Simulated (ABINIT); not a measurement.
Runs of ABINIT 10.8.3 (patched build) on NaI. The structure is cubic, space group Fm-3m (No. 225). Conventional cell: a = 6.473 Å, b = 6.473 Å, c = 6.473 Å, α = 90.00°, β = 90.00°, γ = 90.00°. I (site symmetry m-3m) is surrounded by 6 Na at 3.24 Å. Na (site symmetry m-3m) has 6 I at 3.24 Å as nearest neighbours. 

```csv
task,level,potentials or basis,k mesh,cutoff (eV),smearing,fine-grid cutoff,most SCF steps,stop of the response cycle (tolvrs),acoustic sum rule (asr),thinning of the exchange mesh (fockdownsampling),gap on the mesh (eV),pressure (GPa),V0 of scaled cells (Å³/atom),B0 (GPa)
equation of state,r2SCAN,JTH PAW PBE v2.0,7 × 7 × 7,1306,fermi-dirac 0.05 eV,1959.22 eV,-,-,-,-,-,-,33.88,17
single point,PBE0,SPMS NC PBE v1.0,6 × 6 × 6,599,fixed,-,60,-,-,-,5.25,0.2,-,-
equation of state,PBEsol,PseudoDojo NC SR PBEsol v0.4.1 standard,7 × 7 × 7,1197,fermi-dirac 0.05 eV,-,-,-,-,-,-,-,(a),17
single point,PBE,SPMS NC PBE v1.0,6 × 6 × 6,599,fixed,-,-,-,-,-,(b),0.4,-,-
band structure,LDA,JTH PAW LDA v2.0,7 × 7 × 7,1088,fermi-dirac 0.05 eV,1687.11 eV,-,-,-,-,3.33,-1.6,-,-
band structure,r2SCAN,JTH PAW PBE v2.0,7 × 7 × 7,1306,fermi-dirac 0.05 eV,1959.22 eV,-,-,-,-,4.42,-,-,-
band structure,TB-mBJ,JTH PAW LDA v2.0,7 × 7 × 7,1306,fermi-dirac 0.05 eV,1959.22 eV,-,-,-,-,5.48,-,-,-
band structure,PBE,JTH PAW PBE v2.0,7 × 7 × 7,1088,fermi-dirac 0.05 eV,1687.11 eV,-,-,-,-,3.64,0.5,-,-
single point,PBE,PseudoDojo NC SR PBE v0.4.1 standard,5 × 5 × 5,1088,fermi-dirac 0.05 eV,-,-,-,-,-,3.64,0.4,-,-
dielectric tensor,PBE,PseudoDojo NC SR PBE v0.4.1 standard,"4 × 4 × 4, with 4 shifts",1088,fixed,-,-,1e-08,1,-,-,0.4,-,-
single point,PBE-EpsX,SPMS NC PBE v1.0,6 × 6 × 6,599,fixed,-,60,-,-,2 × 2 × 2,5.63,-,-,-
equation of state,PBE,JTH PAW PBE v2.0,7 × 7 × 7,1088,fermi-dirac 0.05 eV,1687.11 eV,-,-,-,-,-,-,34.93,15
```

Alike in all rows: no spin polarisation; cell as given.

Estimate the missing entries.

(a) 32.81; (b) 3.63.

Caveats: spin-orbit coupling is left out, which moves the levels of the heavy elements (some runs); pressures at fixed basis lie under the slope of the energies (some runs); the PAW data sets were made with another functional, which shifts forces and pressure a little (some runs); the potentials were made for another functional, which shifts forces and pressure (some runs); the constant c of TB-mBJ comes from the pseudo density here, which moves gaps by up to 0.3 eV between sets of potentials (some runs); an odd mesh through Γ misses points on the zone boundary, where band edges often lie (some runs).

A k mesh can miss the band edges, and the runs leave out spin-orbit coupling on I.

Not every run made on this cell is shown here.
